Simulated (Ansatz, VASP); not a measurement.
One calculation of AlNi, two programs

INCAR

```
SYSTEM = AlNi
ALGO = Normal
EDIFF = 1E-6
ENCUT = 520
GGA = PE
ISIF = 2
ISMEAR = -1
LASPH = .TRUE.
LCHARG = .FALSE.
LREAL = .FALSE.
LWAVE = .FALSE.
NBANDS = 14
NELM = 100
PREC = Accurate
SIGMA = 0.1
```

File KPOINTS:

```
k-points
0
G
  15 15 15
  0 0 0
```

POSCAR

```
AlNi
1.0
    0.0000000000      2.2552866498      2.2552866498
    2.2552866498      0.0000000000      2.2552866498
    2.2552866498      2.2552866498      0.0000000000
Ni Al
1 1
Direct
    0.0000000000      0.0000000000      0.0000000000
    0.5000000000      0.5000000000      0.5000000000
```

Input for Ansatz:

```yaml
crystal:
  lattice:
    - [0.0, 2.2552866498, 2.2552866498]
    - [2.2552866498, 0.0, 2.2552866498]
    - [2.2552866498, 2.2552866498, 0.0]
  atoms:
    - { symbol: Ni, position: [0.0, 0.0, 0.0] }
    - { symbol: Al, position: [0.5, 0.5, 0.5] }
kpoints:
  mp_grid: { grid: [15, 15, 15] }
  band_path:
    path:
      - [0.0, 0.0, 0.0]
      - [0.5, 0.0, 0.5]
      - [0.625, 0.25, 0.625]
      - [0.375, 0.375, 0.75]
      - [0.0, 0.0, 0.0]
      - [0.5, 0.5, 0.5]
      - [0.5, 0.25, 0.75]
      - [0.5, 0.0, 0.5]
    npoints: 8
scf:
  occupations: { method: fermi_dirac, width: 0.1 }
hamiltonian:
  xc: pbe
  pseudopotentials: { kind: paw }
output:
  forces: true
  stress: true
  eigenvalues: true
  populations: true
  dos: { projected: true, de: 0.2, e_range: [-14, 8] }
  write_density: true
  write_potential: true
  elf: true
  volumetric_format: npy
```

Change from the starting cell: volume scaled by 0.8, PAW files.

Alike in both runs: task single point; functional PBE; k mesh 15 × 15 × 15; occupations fermi-dirac, width 0.1 eV; no spin polarisation.

|  | VASP | Ansatz |
| --- | --- | --- |
| version | VASP 6.6.1 | Ansatz 0.2.0 |
| potentials or method | VASP PAW PBE potentials, release 64 (Ni, Al) | PAW with Ansatz's default frozen-core files, scalar-relativistic |
| plane-wave cutoff (eV) | 520 | 420 |
| valence electrons in the cell | 13 | 21 |

|  | VASP | Ansatz | Ansatz less VASP |
| --- | --- | --- | --- |
| pressure (GPa) | 39.4 | 39.5 | +0.11 |

The two sets of potentials don't hold the same shells in valence.

Caveats: so large a pressure means that the cell lies far from this level's equilibrium, or that cutoff or potentials fall short (VASP). Spin polarisation is off, so any magnetic state and its effect on volume and gap are missing.
